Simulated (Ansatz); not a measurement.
# Tantalum, simple cubic under PBEsol: ground state and equation of state, part 2 of 2

Aim: take tantalum in the simple cubic structure, relax it, solve it on a dense k-mesh, then scale the cell to 7 volumes from 88 to 112 % of the relaxed one and try a fit of the equation of state. Spin polarisation is left out. The k-meshes are 12×12×12 for the relaxation; 19×19×19 for the dense run; 13×13×13 for the volumes.

Ansatz 0.2.0; DFT, PBEsol, plane waves (420 eV) with PAW, scalar-relativistic. Earlier steps stand in the parts before.

### 6 The cell scaled to 96 % of its volume

This is Ta in the simple cubic structure; at room conditions it is bcc.

The input, input.yaml:

```yaml
crystal:
  lattice:
    - [2.6710439187, 0.0, 0.0]
    - [0.0, 2.6710439187, 0.0]
    - [0.0, 0.0, 2.6710439187]
  atoms:
    - { symbol: Ta, position: [0.0, 0.0, 0.0] }
hamiltonian:
  xc: pbesol
  pseudopotentials:
    kind: paw
    azcp:
      Ta: "pseudopotentials/Ta.paw.azcp"
basis:
  ecutwfc: 420
  fft_grid_basis: typed
kpoints:
  mp_grid: { grid: [13, 13, 13], shift: [0, 0, 0] }
magnetization:
  spin_polarized: false
scf:
  occupations: { method: fermi_dirac, width: 0.1 }
  lower_state_search: "off"
output:
  stress: true
  write_density: true
  write_potential: true
  elf: true
  volumetric_format: npy
```

On the command line:

```sh
ansatz run input.yaml --threads 2 --pin off --max-ram 5120MiB --backend cpu --events-out ev --progress --plain --runs-dir out
```

What it wrote, cut to the lines that bear on the results:

```text
Warning: <dir> the record states the generating functional pbe (its physics header spells it `PBE`), which answers neither for hamiltonian.xc's functional nor for the pbesol family's — results may be inconsistent (PPs are generated against a specific XC)
Warning: RAYON_NUM_THREADS=2 ignored (pool sized by the plan → 2); use --threads N
[...]
Pseudopotentials: kind: paw
Pseudopotential: Ta, paw, valence charge 13, recommended cutoff 420 eV (normal), <dir>
Functional definition: PBEsol
[...]
Crystal: 1 atoms, lattice volume = 19.056 Å³
Basis set: ecut = 420 eV, 365 PW (Γ)
Bands: 11, of which v1, the nominal top of the filled ones, is band 7 counted from 1 (6 counted from 0)
Symmetry: 48 space group operations
Space group: Pm-3m (ITA 221), of the structure as read, at distance tolerance 2.7e-5 Å
k-points: 84 of 2197
[...]
SCF iter   1: F=—  HF=-9805.344455 eV  |F-HF|=—  |Δ(HF+E_count)|=         —  Δρ=4.38e-3  dr2=2.91e-3  ethr=1.77e-3  ⟨swp⟩=5.1  Hψ=5323  notcnv=0
[...]
SCF iter   6: F=-9805.343365 eV  HF=-9805.343365 eV  |F-HF|=3.73e-10  |Δ(HF+E_count)|=   5.98e-9  Δρ=3.52e-6  dr2=8.76e-10  ethr=2.32e-10  ⟨swp⟩=5.2  Hψ=4578  notcnv=0
[...]
SCF converged after 6 iterations
Free energy (F): -9805.343365 eV
[...]
E sigma→0 (E₀):  -9805.329549 eV
Entropy (-TS):   -0.027633 eV (-27.633 meV/atom)
Fermi energy:    17.342095 eV
[...]
--- Stress (GPa, compression-positive) ---
        6.689328      -0.000000       0.000000
        0.000000       6.689328       0.000000
        0.000000       0.000000       6.689328
  P = ⅓ Tr σ = 6.6893 GPa (66.893 kbar)
--- Band table (eV; the first three rows and the last of 84) ---
  k-point 0: bands = ["-49.9142", "-15.7644", "-15.7644", "-15.7644", "9.7930", "14.4418", "14.4418", "24.0413", "24.0413", "24.0413", "32.3789"]
[...]
```

Wall time 1 s (2 threads of Arm Neoverse V1, shared host); peak memory 0.27 GiB.

Density in a lattice plane of the grid's cell (edges 2.67 and 2.67 Å, at 0.000 of the third edge), which holds Ta.

Ten even steps from '0' (0.20 e/Å³) to '9' (4.48 e/Å³):
```
789998632100000123689998
999987532100000123578999
999875321000000012357899
887653210000000001235678
665432100000000000123456
333211000000000000011233
111100000000000000000111
110000000000000000000001
000000000000000000000000
000000000000000000000000
000000000000000000000000
110000000000000000000001
111100000000000000000111
333211000000000000011233
665432100000000000123456
887653210000000001235678
999875321000000012357899
999987532100000123578999
789998632100000123689998
678998642100000124689987
```
Columns run along the first of these edges and rows up along the second, over one cell in 24 and 20 even steps from the bottom left corner. Atoms in the plane (fractional): Ta at (0.00, 0.00).

ELF in the same plane.

Ten even steps from '0' (0.00) to '9' (0.74):
```
123689986544544568998632
346799876444544467899764
788999764444544446799988
999987643334543334678999
999876433344544333467899
887654322345554322345678
665443323455655432334456
554433334556665543333445
444444445566766554444444
555555555667776655555555
444444445566766554444444
554433334556665543333445
665443323455655432334456
887654322345554322345678
999876433344544333467899
999987643334543334678999
788999764444544446799988
346799876444544467899764
123689986544544568998632
002589997544544579998520
```
Columns run along the first of these edges and rows up along the second, over one cell in 24 and 20 even steps from the bottom left corner. Atoms in the plane (fractional): Ta at (0.00, 0.00).

Both are smooth fields of the valence electrons: close to the nuclei they are not physical.

The highest ELF values outside the cores: 0.55 between the atoms, 1.9 Å from Ta.

### 7 The cell scaled to 100 % of its volume

Changes to input.yaml since step 6:

```diff
@@ -2,5 +2,5 @@
   lattice:
-    - [2.6710439187, 0.0, 0.0]
-    - [0.0, 2.6710439187, 0.0]
-    - [0.0, 0.0, 2.6710439187]
+    - [2.7076381087, 0.0, 0.0]
+    - [0.0, 2.7076381087, 0.0]
+    - [0.0, 0.0, 2.7076381087]
   atoms:
@@ -25,5 +25 @@
   stress: true
-  write_density: true
-  write_potential: true
-  elf: true
-  volumetric_format: npy
```

On the command line:

```sh
ansatz run input.yaml --threads 2 --pin off --max-ram 5120MiB --backend cpu --events-out ev --progress --plain --runs-dir out
```

What it wrote, cut to the lines that bear on the results:

```text
Warning: <dir> the record states the generating functional pbe (its physics header spells it `PBE`), which answers neither for hamiltonian.xc's functional nor for the pbesol family's — results may be inconsistent (PPs are generated against a specific XC)
Warning: RAYON_NUM_THREADS=2 ignored (pool sized by the plan → 2); use --threads N
[...]
[... 3 set-up lines as earlier in the session ...]
[...]
Crystal: 1 atoms, lattice volume = 19.851 Å³
Basis set: ecut = 420 eV, 389 PW (Γ)
Bands: 11, of which v1, the nominal top of the filled ones, is band 7 counted from 1 (6 counted from 0)
[... 2 set-up lines as earlier in the session ...]
k-points: 84 of 2197
[...]
SCF iter   1: F=—  HF=-9805.359552 eV  |F-HF|=—  |Δ(HF+E_count)|=         —  Δρ=3.14e-3  dr2=1.53e-3  ethr=1.77e-3  ⟨swp⟩=5.0  Hψ=5262  notcnv=0
[...]
SCF iter   6: F=-9805.359054 eV  HF=-9805.359054 eV  |F-HF|=1.55e-10  |Δ(HF+E_count)|=   2.32e-8  Δρ=2.41e-6  dr2=4.78e-10  ethr=4.48e-10  ⟨swp⟩=2.0  Hψ=3212  notcnv=0
[...]
SCF converged after 6 iterations
Free energy (F): -9805.359054 eV
[...]
E sigma→0 (E₀):  -9805.344378 eV
Entropy (-TS):   -0.029352 eV (-29.352 meV/atom)
Fermi energy:    16.528469 eV
[...]
--- Stress (GPa, compression-positive) ---
       -0.131003      -0.000000       0.000000
       -0.000000      -0.131003       0.000000
        0.000000       0.000000      -0.131003
  P = ⅓ Tr σ = -0.1310 GPa (-1.310 kbar)
```

It took 0.81 s on 2 threads of Arm Neoverse V1, shared host; peak memory 0.26 GiB.

### 8 The cell scaled to 104 % of its volume

Changes to input.yaml since step 7:

```diff
@@ -2,5 +2,5 @@
   lattice:
-    - [2.7076381087, 0.0, 0.0]
-    - [0.0, 2.7076381087, 0.0]
-    - [0.0, 0.0, 2.7076381087]
+    - [2.743269012, 0.0, 0.0]
+    - [0.0, 2.743269012, 0.0]
+    - [0.0, 0.0, 2.743269012]
   atoms:
```

On the command line:

```sh
ansatz run input.yaml --threads 2 --pin off --max-ram 5120MiB --backend cpu --events-out ev --progress --plain --runs-dir out
```

What it wrote, cut to the lines that bear on the results:

```text
Warning: <dir> the record states the generating functional pbe (its physics header spells it `PBE`), which answers neither for hamiltonian.xc's functional nor for the pbesol family's — results may be inconsistent (PPs are generated against a specific XC)
Warning: RAYON_NUM_THREADS=2 ignored (pool sized by the plan → 2); use --threads N
[...]
[... 3 set-up lines as earlier in the session ...]
[...]
Crystal: 1 atoms, lattice volume = 20.645 Å³
Basis set: ecut = 420 eV, 437 PW (Γ)
Bands: 11, of which v1, the nominal top of the filled ones, is band 7 counted from 1 (6 counted from 0)
[... 2 set-up lines as earlier in the session ...]
k-points: 84 of 2197
[...]
SCF iter   1: F=—  HF=-9805.344351 eV  |F-HF|=—  |Δ(HF+E_count)|=         —  Δρ=2.52e-3  dr2=8.39e-4  ethr=1.77e-3  ⟨swp⟩=5.1  Hψ=5259  notcnv=0
[...]
SCF iter   6: F=-9805.344094 eV  HF=-9805.344094 eV  |F-HF|=3.35e-10  |Δ(HF+E_count)|=   6.47e-8  Δρ=3.18e-6  dr2=1.07e-9  ethr=7.69e-10  ⟨swp⟩=4.1  Hψ=2785  notcnv=0
[...]
SCF converged after 6 iterations
Free energy (F): -9805.344094 eV
[...]
E sigma→0 (E₀):  -9805.328482 eV
Entropy (-TS):   -0.031225 eV (-31.225 meV/atom)
Fermi energy:    15.777881 eV
[...]
--- Stress (GPa, compression-positive) ---
       -5.724725       0.000000       0.000000
        0.000000      -5.724725       0.000000
        0.000000       0.000000      -5.724725
  P = ⅓ Tr σ = -5.7247 GPa (-57.247 kbar)
```

Run time: 0.8 s. Hardware: 2 threads of Arm Neoverse V1, shared host; peak memory 0.27 GiB.

### 9 The cell scaled to 108 % of its volume

Changes to input.yaml since step 8:

```diff
@@ -2,5 +2,5 @@
   lattice:
-    - [2.743269012, 0.0, 0.0]
-    - [0.0, 2.743269012, 0.0]
-    - [0.0, 0.0, 2.743269012]
+    - [2.7779976229, 0.0, 0.0]
+    - [0.0, 2.7779976229, 0.0]
+    - [0.0, 0.0, 2.7779976229]
   atoms:
```

On the command line:

```sh
ansatz run input.yaml --threads 2 --pin off --max-ram 5120MiB --backend cpu --events-out ev --progress --plain --runs-dir out
```

What it wrote, cut to the lines that bear on the results:

```text
Warning: <dir> the record states the generating functional pbe (its physics header spells it `PBE`), which answers neither for hamiltonian.xc's functional nor for the pbesol family's — results may be inconsistent (PPs are generated against a specific XC)
Warning: RAYON_NUM_THREADS=2 ignored (pool sized by the plan → 2); use --threads N
[...]
[... 3 set-up lines as earlier in the session ...]
[...]
Crystal: 1 atoms, lattice volume = 21.439 Å³
Basis set: ecut = 420 eV, 437 PW (Γ)
Bands: 11, of which v1, the nominal top of the filled ones, is band 7 counted from 1 (6 counted from 0)
[... 1 set-up line as earlier in the session ...]
Space group: Pm-3m (ITA 221), of the structure as read, at distance tolerance 2.8e-5 Å
k-points: 84 of 2197
[...]
SCF iter   1: F=—  HF=-9805.304081 eV  |F-HF|=—  |Δ(HF+E_count)|=         —  Δρ=2.52e-3  dr2=6.51e-4  ethr=1.77e-3  ⟨swp⟩=5.0  Hψ=5261  notcnv=0
[...]
SCF iter   6: F=-9805.303962 eV  HF=-9805.303962 eV  |F-HF|=1.07e-9  |Δ(HF+E_count)|=   5.51e-8  Δρ=5.51e-6  dr2=3.23e-9  ethr=7.69e-10  ⟨swp⟩=4.0  Hψ=2644  notcnv=0
[...]
SCF converged after 6 iterations
Free energy (F): -9805.303962 eV
[...]
E sigma→0 (E₀):  -9805.287337 eV
Entropy (-TS):   -0.033251 eV (-33.251 meV/atom)
Fermi energy:    15.082739 eV
[...]
--- Stress (GPa, compression-positive) ---
      -10.322124       0.000000       0.000000
       -0.000000     -10.322124       0.000000
        0.000000       0.000000     -10.322124
  P = ⅓ Tr σ = -10.3221 GPa (-103.221 kbar)
```

Wall time 0.78 s (2 threads of Arm Neoverse V1, shared host); peak memory 0.27 GiB.

### 10 The cell scaled to 112 % of its volume

Changes to input.yaml since step 9:

```diff
@@ -2,5 +2,5 @@
   lattice:
-    - [2.7779976229, 0.0, 0.0]
-    - [0.0, 2.7779976229, 0.0]
-    - [0.0, 0.0, 2.7779976229]
+    - [2.8118789819, 0.0, 0.0]
+    - [0.0, 2.8118789819, 0.0]
+    - [0.0, 0.0, 2.8118789819]
   atoms:
```

On the command line:

```sh
ansatz run input.yaml --threads 2 --pin off --max-ram 5120MiB --backend cpu --events-out ev --progress --plain --runs-dir out
```

What it wrote, cut to the lines that bear on the results:

```text
Warning: <dir> the record states the generating functional pbe (its physics header spells it `PBE`), which answers neither for hamiltonian.xc's functional nor for the pbesol family's — results may be inconsistent (PPs are generated against a specific XC)
Warning: RAYON_NUM_THREADS=2 ignored (pool sized by the plan → 2); use --threads N
[...]
[... 3 set-up lines as earlier in the session ...]
[...]
Crystal: 1 atoms, lattice volume = 22.233 Å³
Basis set: ecut = 420 eV, 461 PW (Γ)
Bands: 11, of which v1, the nominal top of the filled ones, is band 7 counted from 1 (6 counted from 0)
[... 2 set-up lines as earlier in the session ...]
k-points: 84 of 2197
[...]
SCF iter   1: F=—  HF=-9805.243175 eV  |F-HF|=—  |Δ(HF+E_count)|=         —  Δρ=2.89e-3  dr2=7.91e-4  ethr=1.77e-3  ⟨swp⟩=5.0  Hψ=5287  notcnv=0
[...]
SCF iter   6: F=-9805.243135 eV  HF=-9805.243135 eV  |F-HF|=1.27e-9  |Δ(HF+E_count)|=   1.27e-9  Δρ=5.01e-6  dr2=2.43e-9  ethr=5.81e-11  ⟨swp⟩=2.1  Hψ=2900  notcnv=0
[...]
SCF converged after 6 iterations
Free energy (F): -9805.243135 eV
[...]
E sigma→0 (E₀):  -9805.225431 eV
Entropy (-TS):   -0.035409 eV (-35.409 meV/atom)
Fermi energy:    14.436433 eV
[...]
--- Stress (GPa, compression-positive) ---
      -14.102733       0.000000       0.000000
       -0.000000     -14.102733       0.000000
        0.000000       0.000000     -14.102733
  P = ⅓ Tr σ = -14.1027 GPa (-141.027 kbar)
```

Wall time 0.83 s (2 threads of Arm Neoverse V1, shared host); peak memory 0.27 GiB.

### 11 Fitting the volumes

The cell was scaled evenly, with its shape and the fractional positions fixed.

```csv
V (Å³/atom),E − E₀ (meV/atom),P from the stress (GPa),P from the fit (GPa)
17.468,165.7,25.30,25.17
18.262,67.3,15.04,14.90
19.056,14.9,6.69,6.53
19.851,0.1,-0.13,-0.31
20.645,16.0,-5.72,-5.93
21.439,57.1,-10.32,-10.53
22.233,119.0,-14.10,-14.31
```

Fit (Birch-Murnaghan, third order): V₀ = 19.810 Å³/atom, B₀ = 156 GPa, B₀′ = 4.0, largest residual 0.03 meV/atom.

The fit is made to E(σ → 0), while the stress belongs to the free energy F; that is one source of the offset between the two pressures.

### 12 Results

The summary covers parts 1 to 2.

```
                      quantity                         value
space group (spins left aside)               Pm-3m (No. 221)
             conventional cell                   a = 2.708 Å
                        volume                19.851 Å³/atom
             shortest distance                       2.708 Å
               gap on the mesh  none (levels filled in part)
               relative to bcc                +1167 meV/atom
                   V₀, B₀, B₀′  19.810 Å³/atom, 156 GPa, 4.0
```

What this shows: From the guessed start the volume grew by 1.8 % in 5 steps. Against the reference form of tantalum (bcc, computed apart with the same settings) it stands 1167 meV/atom higher, so it is far from stable. Levels at the Fermi energy are filled in part, as in a metal. The fitted modulus is 156 GPa. The symmetry was held, so the structure may be unstable against distortions that break it.
